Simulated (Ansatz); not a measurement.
**LiCl (rocksalt) under strain**

LiCl built on the rocksalt prototype, relaxed with r2SCAN in Ansatz. The symmetry is Fm-3m (No. 225, cubic); a = 5.112 Å in the conventional setting, 16.70 Å³ an atom. Li is surrounded by 6 Cl at 2.56 Å; Cl is surrounded by 6 Li at 2.56 Å.

The axes x, y and z are those of this cell:
```
Li Cl
1.0
     0.00000    2.55604    2.55604
     2.55604    0.00000    2.55604
     2.55604    2.55604    0.00000
Li Cl
1 1
Direct
  0.00000 0.00000 0.00000
  0.50000 0.50000 0.50000
```

Unstrained: The PBE gap is indirect, 6.384 eV (Γ–K (0.19 of the way from Γ) to Γ), below the direct gap of 6.387 eV at Γ. Least and direct gap differ so little that the kind isn't settled. r2SCAN gives an indirect gap of 7.290 eV, from Γ–K (0.19 of the way from Γ) to Γ; the least direct gap is 7.291 eV at Γ. Least and direct gap differ so little that the kind isn't settled. The HSE06 gap is indirect, 7.785 eV (Γ–K (0.19 of the way from Γ) to Γ), below the direct gap of 7.787 eV at Γ. Least and direct gap differ so little that the kind isn't settled. Meshes: PBE 8×8×8, r2SCAN 8×8×8, HSE06 6×6×6. Strains are changes of length per length, and xy shears are angles. After each strain the atoms were relaxed again with r2SCAN within the symmetry that the strain leaves, so tilts or polar shifts that break it weren't tested; points keep the names that they have in the unstrained zone. No spin polarisation and no zero-point or thermal motion.

Changes of the least gap in eV (an overlap counts as a negative gap):
```csv
strain,volume change (%),space group,PBE,r2SCAN,HSE06,G0W0@PBE (mesh),"energy rise, r2SCAN (meV/atom)"
uniaxial +2.0 % along z,+2.0,I4/mmm,-0.144,-0.155,-0.153,-0.15,1.1
"epitaxial +3.0 % in the xy plane, free normal strain -2.00 %",+4.0,I4/mmm,-0.262,-0.284,-0.279,-0.27,5.5
uniaxial -0.5 % along x,-0.5,I4/mmm,+0.026,+0.028,+0.027,+0.02,0.1
uniaxial -5.0 % along [111],-5.0,R-3m,-0.054,-0.202,-0.093,-0.04,10.0
"xy shear, engineering strain (angle) +2.0 %",0.0,Immm,-0.062,-0.065,-0.064,-0.07,0.6
```
Unstrained, G0W0@PBE with 139 empty bands, a screening cutoff of 150 eV and a 6×6×6 mesh gives 8.87 eV on its mesh; the band count follows the volume. No extrapolation in bands, cutoff or mesh was made for G0W0.

Uniaxial +2.0 % along z, other directions held. HSE06: the gap goes from 7.785 to 7.632 eV (-0.153 eV); least and direct gap lie within 0.04 eV, so its kind isn't settled. Stress change with r2SCAN, compression positive: xx -0.42, yy -0.42, zz -1.07 GPa.

Epitaxial +3.0 % in the xy plane, free normal strain -2.00 %. HSE06: the gap goes from 7.785 to 7.506 eV (-0.279 eV); least and direct gap lie within 0.04 eV, so its kind isn't settled. Stress change with r2SCAN, compression positive: xx -1.63, yy -1.63, zz 0.00 GPa.

Uniaxial -0.5 % along x, other directions held. r2SCAN: the gap goes from 7.290 to 7.318 eV (+0.028 eV); least and direct gap lie within 0.04 eV, so its kind isn't settled. HSE06: the gap goes from 7.785 to 7.812 eV (+0.027 eV); the edges go from Γ–K (0.19) → Γ to Γ–K (0.18) → Γ. Stress change with r2SCAN, compression positive: xx +0.31, yy +0.11, zz +0.11 GPa.

Uniaxial -5.0 % along [111], other directions held. HSE06: the gap goes from 7.785 to 7.692 eV (-0.093 eV); the edges go from Γ–K (0.19) → Γ to Γ → L. Stress change with r2SCAN, compression positive: xx +2.04, yy +2.04, zz +2.04, xy +0.96, xz +0.96, yz +0.96 GPa.

Xy shear, engineering strain (angle) +2.0 %. HSE06: the gap goes from 7.785 to 7.721 eV (-0.064 eV); least and direct gap lie within 0.04 eV, so its kind isn't settled. Stress change with r2SCAN, compression positive: xx +0.01, yy +0.01, zz -0.01, xy -0.55 GPa.

Where an edge lies off the special points, it is a point of the mesh or the k point where a search put PBE's edge or least direct gap, reused for the other functionals, whose own edges may lie a little apart.

The meshes of the hybrids are coarse, so their gaps aren't converged to the digits shown.
